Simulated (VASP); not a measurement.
**Sc: single point with PBE**

Sc:

```
Sc
1.0
     0.00000    2.30936    2.30936
     2.30936    0.00000    2.30936
     2.30936    2.30936    0.00000
Sc
1
Direct
  0.00000 0.00000 0.00000
```

The cell was built by a generator and needn't be a form met in nature.

```yaml
Program: VASP 6.6.1
Task: single point
Functional: PBE
Potentials_or_basis: VASP PAW PBE potentials, release 64 (Sc_sv)
Cutoff: 520 eV
k_mesh: 16 × 16 × 16
Occupations: gaussian, width 0.05 eV
Spin: no spin polarisation
```

* Pressure: 0.0 GPa
* Band gap on the k mesh: none (metal or under the smearing width)

Levels at points of the mesh, in eV from the Fermi level:
```csv
k point,band 1,band 2,band 3,band 4,band 5,band 6,band 7,band 8,band 9,band 10
"(0.00, 0.00, 0.00)",-49.43,-27.85,-27.85,-27.85,-5.19,1.58,1.58,1.58,2.96,2.96
"(0.50, 0.00, 0.00)",-49.37,-28.24,-27.90,-27.90,-1.76,0.23,1.47,1.47,3.85,3.85
"(0.50, 0.50, 0.00)",-49.35,-28.22,-27.99,-27.99,-1.52,-0.62,1.92,3.85,4.08,4.08
```

Wall time 20 s on 1 thread of Intel(R) Xeon(R) Platinum 8488C (Sapphire Rapids) (shared host), peak memory 0.16 GiB.
